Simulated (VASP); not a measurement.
# Cu (Fm-3m) in VASP: elastic constants with PBE

Aim: the elastic constants of Cu with PBE.

Program: VASP 6.6.1. These are calculated values, not measurements. Logs are shortened: lines on timing, memory, paths and dates and some standing lists are left out, and cuts for length are marked.

### 1 The structure

The structure is cubic, space group Fm-3m (No. 225). Conventional cell: a = 3.634 Å, b = 3.634 Å, c = 3.634 Å, α = 90.00°, β = 90.00°, γ = 90.00°. Cu (site symmetry m-3m) has 12 Cu at 2.57 Å as nearest neighbours.

The cell was built by a generator and needn't be a form met in nature.

### 2 Elastic constants, PBE

Contents of POSCAR:

```
Cu
1.0
    0.0000000000      1.8171680279      1.8171680279
    1.8171680279     -0.0000000000      1.8171680279
    1.8171680279      1.8171680279      0.0000000000
  Cu
     1
Direct
     0.0000000000000000    0.0000000000000000    0.0000000000000000
```

Contents of INCAR.step1:

```
SYSTEM = Cu
ALGO = Normal ; EDIFF = 1E-8
EDIFFG = -0.002 ; ENCUT = 600
GGA = PE ; IBRION = 2
ISIF = 3 ; ISMEAR = 1
KPAR = 8 ; LASPH = .True.
LCHARG = .False. ; LREAL = .False.
LWAVE = .False. ; NELM = 100
NSW = 40 ; PREC = Accurate
SIGMA = 0.2
```

Contents of INCAR.step2:

```
SYSTEM = Cu
ALGO = Normal ; EDIFF = 1E-8
ENCUT = 600 ; GGA = PE
IBRION = 6 ; ISIF = 3
ISMEAR = 1 ; KPAR = 8
LASPH = .True. ; LCHARG = .False.
LREAL = .False. ; LWAVE = .False.
NELM = 100 ; NFREE = 2
NSW = 1 ; POTIM = 0.015
PREC = Accurate ; SIGMA = 0.2
```

Contents of KPOINTS:

```
k-points
0
Gamma
  28 28 28
  0 0 0
```

Potentials or basis: VASP PAW PBE potentials, release 64 (Cu).

Run with:

```bash
$ cat potpaw_PBE.64/Cu/POTCAR > POTCAR
$ cp INCAR.step1 INCAR
$ mpirun -np 8 vasp_std > vasp.out
$ cp CONTCAR POSCAR
$ cp INCAR.step2 INCAR
$ mpirun -np 8 vasp_std > vasp.out
```

OUTCAR:

```text
SYSTEM = Cu
   EDIFF = 1E-8
   ENCUT = 600
   GGA = PE
   IBRION = 6
   ISIF = 3
   ISMEAR = 1
   LASPH = .True.
   LREAL = .False.
   NELM = 100
   NFREE = 2
   NSW = 1
   POTIM = 0.015
   PREC = Accurate

 ion  position               nearest neighbor table
   1  0.000  0.000  0.000-

  LATTYP: Found a face centered cubic cell.
 ALAT       =     3.6343360558

  Lattice vectors:

 A1 = (   0.0000000000,   1.8171680279,   1.8171680279)
 A2 = (   1.8171680279,   0.0000000000,   1.8171680279)
 A3 = (   1.8171680279,   1.8171680279,   0.0000000000)

Analysis of symmetry for initial positions (statically):
=====================================================================
 Subroutine PRICEL returns:
 Original cell was already a primitive cell.

 Routine SETGRP: Setting up the symmetry group for a
 face centered cubic supercell.

 Subroutine GETGRP returns: Found 48 space group operations
 (whereof 48 operations were pure point group operations)
 out of a pool of 48 trial point group operations.

The static configuration has the point symmetry O_h .

Analysis of symmetry for dynamics (positions and initial velocities):
=====================================================================
 Subroutine PRICEL returns:
 Original cell was already a primitive cell.

 Routine SETGRP: Setting up the symmetry group for a
 face centered cubic supercell.

 Subroutine GETGRP returns: Found 48 space group operations
 (whereof 48 operations were pure point group operations)
 out of a pool of 48 trial point group operations.

The dynamic configuration has the point symmetry O_h .

 Subroutine INISYM returns: Found 48 space group operations
 (whereof 48 operations are pure point group operations),
 and found     1 'primitive' translations

----------------------------------------------------------------------------------------

                                     Primitive cell

  volume of cell :      12.0009

  direct lattice vectors                    reciprocal lattice vectors
     0.000000000  1.817168028  1.817168028    -0.275153421  0.275153421  0.275153421
     1.817168028  0.000000000  1.817168028     0.275153421 -0.275153421  0.275153421
     1.817168028  1.817168028  0.000000000     0.275153421  0.275153421 -0.275153421

  length of vectors
     2.569863670  2.569863670  2.569863670     0.476579706  0.476579706  0.476579706

  position of ions in fractional coordinates (direct lattice)
     0.000000000  0.000000000  0.000000000

  ion indices of the primitive-cell ions
   primitive index   ion index
                 1           1

----------------------------------------------------------------------------------------

 KPOINTS: k-points

Automatic generation of k-mesh.
 Grid dimensions read from file:
 generate k-points for:   28   28   28

 Generating k-lattice:

  Cartesian coordinates                     Fractional coordinates (reciprocal lattice)
    -0.009826908  0.009826908  0.009826908     0.035714286  0.000000000  0.000000000
     0.009826908 -0.009826908  0.009826908     0.000000000  0.035714286  0.000000000
     0.009826908  0.009826908 -0.009826908     0.000000000  0.000000000  0.035714286

  Length of vectors
     0.017020704  0.017020704  0.017020704
[... 97 lines left out ...]

 Free energy of the ion-electron system (eV)
  ---------------------------------------------------
  ext. energy  EPLUGINS =         0.00000000
  ---------------------------------------------------
  free energy    TOTEN  =        -3.72834067 eV

  energy without entropy =       -3.72896057  energy(sigma->0) =       -3.72854731

------------------------ aborting loop because EDIFF is reached ----------------------------------------

  FORCE on cell =-STRESS in cart. coord.  units (eV):
  Direction    XX          YY          ZZ          XY          YZ          ZX
  --------------------------------------------------------------------------------------
  -------------------------------------------------------------------------------------
  Total        0.0018880      0.0018880      0.0018880      0.0000000      0.0000000      0.0000000
  in kB        0.2520526      0.2520526      0.2520526      0.0000000      0.0000000      0.0000000
  external PRESSURE =       0.2520526 kB  Pullay stress =       0.0000000 kB
[... 86 lines left out ...]
  FREE ENERGIE OF THE ION-ELECTRON SYSTEM (eV)
  ---------------------------------------------------
  free  energy   TOTEN  =        -3.7267971738 eV

  energy  without entropy=       -3.7273468750  energy(sigma->0) =       -3.72698041

[... ionic steps 4 to 12 ...]

--------------------------------------- Ionic step       13  -------------------------------------------

 number of electron      10.9999998 magnetization

------------------------ aborting loop because EDIFF is reached ----------------------------------------
[... 65 lines left out ...]
--------------------------------------- Ionic step       15  -------------------------------------------

 number of electron      10.9999999 magnetization

 Free energy of the ion-electron system (eV)
  ---------------------------------------------------
  ext. energy  EPLUGINS =         0.00000000
  ---------------------------------------------------
  free energy    TOTEN  =        -3.72834095 eV

  energy without entropy =       -3.72896086  energy(sigma->0) =       -3.72854758

 E-fermi :   7.4104     XC(G=0): -12.6333

 val. band max:        7.4029152063   @ k =   0.5000   0.2857   0.1071
 cond. band min:       7.4576765028   @ k =   0.5000   0.3571   0.1429
 fundamental gap:      0.0547612966
 Fermi energy:         7.4103869213

 k-point     1 :       0.0000    0.0000    0.0000
  band No.  band energies     occupation
      1      -1.8413      2.00000
      2       4.4097      2.00000
      3       4.4097      2.00000
      4       4.4097      2.00000
      5       5.2114      2.00000
      6       5.2114      2.00000
      7      29.8543      0.00000
      8      32.3748      0.00000
      9      32.3748      0.00000
[... 265 lines left out ...]
 k-point    24 :       0.3214    0.0357    0.0000
  band No.  band energies     occupation
      1       1.1967      2.00000
      2       4.2498      2.00000
      3       4.5030      2.00000
      4       4.5297      2.00000
      5       5.4178      2.00000
      6       5.4967      2.00000
      7      16.9667      0.00000
      8      28.5264      0.00000
      9      28.7696      0.00000

 [... further k-points ...]

------------------------ aborting loop because EDIFF is reached ----------------------------------------

  FORCE on cell =-STRESS in cart. coord.  units (eV):
  Direction    XX          YY          ZZ          XY          YZ          ZX
  --------------------------------------------------------------------------------------
  -------------------------------------------------------------------------------------
  Total        0.0013721      0.0013721      0.0013721      0.0000000     -0.0000000      0.0000000
  in kB        0.1831862      0.1831862      0.1831862      0.0000000     -0.0000000      0.0000000
  external PRESSURE =       0.1831862 kB  Pullay stress =       0.0000000 kB
[... 16 lines left out ...]
  FREE ENERGIE OF THE ION-ELECTRON SYSTEM (eV)
  ---------------------------------------------------
  free  energy   TOTEN  =        -3.7283409459 eV

  energy  without entropy=       -3.7289608552  energy(sigma->0) =       -3.72854758

 INTERNAL STRAIN TENSORS FROM STRAINED CELLS
 ============================================

 INTERNAL STRAIN TENSOR FOR ION    1 for displacements in x,y,z  (eV/Angst):
          X           Y           Z          XY          YZ          ZX
  --------------------------------------------------------------------------------
  x     0.00000     0.00000    -0.00000    -0.00000     0.00000     0.00000
  y     0.00000     0.00000     0.00000    -0.00000     0.00000    -0.00000
  z    -0.00000     0.00000     0.00000    -0.00000     0.00000     0.00000

 INTERNAL STRAIN TENSORS FROM DISPLACED ATOMS
 ============================================

 INTERNAL STRAIN TENSOR FOR ION    1 for displacements in x,y,z  (eV/Angst):
          X           Y           Z          XY          YZ          ZX
  --------------------------------------------------------------------------------
  x     0.00000     0.00000     0.00000     0.00000     0.00000     0.00000
  y     0.00000     0.00000     0.00000     0.00000     0.00000     0.00000
  z     0.00000     0.00000     0.00000     0.00000     0.00000     0.00000

 Eigenvectors and eigenvalues of the dynamical matrix
 ----------------------------------------------------

   1 f  =    0.000000 THz     0.000000 2PiTHz    0.000000 cm-1     0.000000 meV
             X         Y         Z           dx          dy          dz
      0.000000  0.000000  0.000000     0.600000    0.800000    0.000000

   2 f  =    0.000000 THz     0.000000 2PiTHz    0.000000 cm-1     0.000000 meV
             X         Y         Z           dx          dy          dz
      0.000000  0.000000  0.000000     0.800000   -0.600000    0.000000

   3 f  =    0.000000 THz     0.000000 2PiTHz    0.000000 cm-1     0.000000 meV
             X         Y         Z           dx          dy          dz
      0.000000  0.000000  0.000000     0.000000    0.000000    1.000000

--------------------------------------------------------------------------------------------------------

 ELASTIC MODULI CONTR FROM IONIC RELAXATION (kBar)
 Direction    XX          YY          ZZ          XY          YZ          ZX
 --------------------------------------------------------------------------------
 XX           0.0000      0.0000      0.0000      0.0000      0.0000      0.0000
 YY           0.0000      0.0000      0.0000      0.0000      0.0000      0.0000
 ZZ           0.0000      0.0000      0.0000      0.0000      0.0000      0.0000
 XY           0.0000      0.0000      0.0000      0.0000      0.0000      0.0000
 YZ           0.0000      0.0000      0.0000      0.0000      0.0000      0.0000
 ZX           0.0000      0.0000      0.0000      0.0000      0.0000      0.0000
 --------------------------------------------------------------------------------

 TOTAL ELASTIC MODULI (kBar)
 Direction    XX          YY          ZZ          XY          YZ          ZX
 --------------------------------------------------------------------------------
 XX        1772.5039   1181.0237   1181.0237      0.0000     -0.0000     -0.0000
 YY        1181.0237   1772.5039   1181.0237      0.0000      0.0000     -0.0000
 ZZ        1181.0237   1181.0237   1772.5039     -0.0000      0.0000     -0.0000
 XY           0.0000      0.0000     -0.0000    830.4631      0.0000      0.0000
 YZ          -0.0000      0.0000      0.0000      0.0000    830.4631      0.0000
 ZX          -0.0000     -0.0000     -0.0000      0.0000      0.0000    830.4631
 --------------------------------------------------------------------------------
```

Run time: 22 min. Hardware: 8 MPI ranks of AMD EPYC 7R43 (Zen 3), shared host; peak memory 1.3 GiB.

Results:

```
Elastic constants C11, C12, C44 : 177, 118, 83 GPa
Voigt bulk modulus              : 138 GPa
```

Elastic tensor in Voigt notation (GPa, in the Cartesian axes of the cell as first typed):
```
177 118 118   0   0   0
118 177 118   0   0   0
118 118 177   0   0   0
  0   0   0  83   0   0
  0   0   0   0  83   0
  0   0   0   0   0  83
```

Clamped-ion elastic tensor (GPa):
```
177 118 118   0   0   0
118 177 118   0   0   0
118 118 177   0   0   0
  0   0   0  83   0   0
  0   0   0   0  83   0
  0   0   0   0   0  83
```
